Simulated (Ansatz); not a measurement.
Ga vacancy in GaP, calculated

All numbers are calculated (PBE, collinear spin, no spin-orbit coupling; Ansatz, PAW set soft_2, 420 eV, k-mesh 2×2×2 shifted by half a step), not measured.

The relaxed host crystal (Kohn–Sham gap 1.58 eV over the whole zone):

```
Ga P
1.0
     0.00000    2.75256    2.75256
     2.75256    0.00000    2.75256
     2.75256    2.75256    0.00000
Ga P
1 1
Direct
  0.00000 0.00000 0.00000
  0.25000 0.25000 0.25000
```

Supercell of 32 atoms, rows of the matrix [[3,-1,-1],[-1,3,-1],[-1,-1,3]] times the cell vectors; Ga vacancy at (0.000, 0.000, 0.000) in fractions of the cell above. Atoms are relaxed at the host's cell, from a start shaken by 0.03 Å near the defect; charged cells sit in a uniform background.

The defect was relaxed in the charges 0, -1, -3. Distances from the empty Ga site (Å), by shell of the perfect crystal:

| shell | perfect crystal | state A | state B | state C |
| --- | --- | --- | --- | --- |
| 4 P | 2.38 | 2.28 (2.28 to 2.29) | 2.32 (2.31 to 2.33) | 2.20 |

| state | moment of the cell (μB) | gap of the cell on the mesh (eV) | carriers |
| --- | --- | --- | --- |
| A | 2.00 | 0.00 | in a band of the host or near its edge |
| B | 1.50 | 0.00 | in a band of the host or near its edge |
| C | 0.00 | 1.62 | none in the bands |

On this mesh the host's own supercell has a gap of 2.30 eV.

Problem. Which state has which charge?

Solution. A has charge -1; B has charge 0; C has charge -3.

At charges 0 and -1 a carrier lies in a band of the host or at its edge (levels aligned by the semicore states), so it isn't shown to be bound to the defect (semilocal functionals spread carriers too far and can miss a bound one), and no level is taken from those states.

No formation energy is given, since the neutral cell holds a carrier in a band.

Caveats: at charge -3: net starting moment lost; semilocal functionals make gaps too small, which shifts levels too; small supercell, so energies and levels can be off by tenths of an eV; one random start near the defect, so other minima are possible.

The four P neighbours move towards the empty site in all three states, and further as electrons are added: from 2.38 Å in the perfect crystal to 2.32 Å in the neutral cell, 2.28 Å at charge -1 and 2.20 Å at charge -3. The likely reason is rehybridisation. Filling the P dangling bonds turns them into lone pairs with more s character, while the three remaining Ga–P bonds gain p character and become more pyramidal, which pushes each P atom towards the vacancy. This evidently outweighs the repulsion between the lone pairs.

The spins fit the filling of a vacancy t2 shell only in part. At charge -3 the shell is full, consistent with the zero moment and the open gap. The moment of 2.00 μB at charge -1 is what four t2 electrons would give in a high-spin arrangement, but with no gap it doesn't establish a localised triplet. The neutral cell's 1.50 μB is fractional and falls short of a half-filled shell with parallel spins, which suggests partly occupied, band-like states.
